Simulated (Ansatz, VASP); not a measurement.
**HC8F in VASP and in Ansatz**

```xyz
10
Lattice="4.9313 0.0000 0.0000 -2.4657 4.2706 0.0000 0.0000 0.0000 18.0000" Properties=species:S:1:pos:R:3 pbc="T T T"
C     1.2328    0.7118    4.0000
C     0.0000    2.8471    4.0000
C     3.6985    0.7118    4.0000
C     2.4657    2.8471    4.0000
C     0.0000    1.4235    4.0000
C    -1.2328    3.5589    4.0000
C     2.4657    1.4235    4.0000
C     1.2328    3.5589    4.0000
F     0.6435    1.0520    4.8000
H     1.8222    0.3715    4.8000
```

Alike in both runs: task single point; functional PBE; dispersion D3(BJ); k mesh 6 × 6 × 1; occupations gaussian, width 0.1 eV; no spin polarisation.

```csv
,VASP,Ansatz
version,VASP 6.6.1,Ansatz 0.2.0
potentials or method,"VASP PAW PBE potentials, release 64 (C, F, H)","scalar-relativistic, plane waves, PAW"
plane-wave cutoff (eV),520,420
valence electrons in the cell,40,40
```

Ansatz gave:

* gap on the k mesh at the Fermi level (eV): none
* rms of the force components (eV/Å): 13.478
* work function, face that differs most (eV): 2.25

Q: Which values does VASP return?

A: gap on the k mesh at the Fermi level (eV): none; rms of the force components (eV/Å): 14.402; work function, face that differs most (eV): 2.28.

Atom by atom the forces differ by 0.944 eV/Å (rms over components). A gap of «none» marks a metal or a gap that the smearing closes.

Caveats: the standard files for N, O and F lose accuracy on very short bonds.
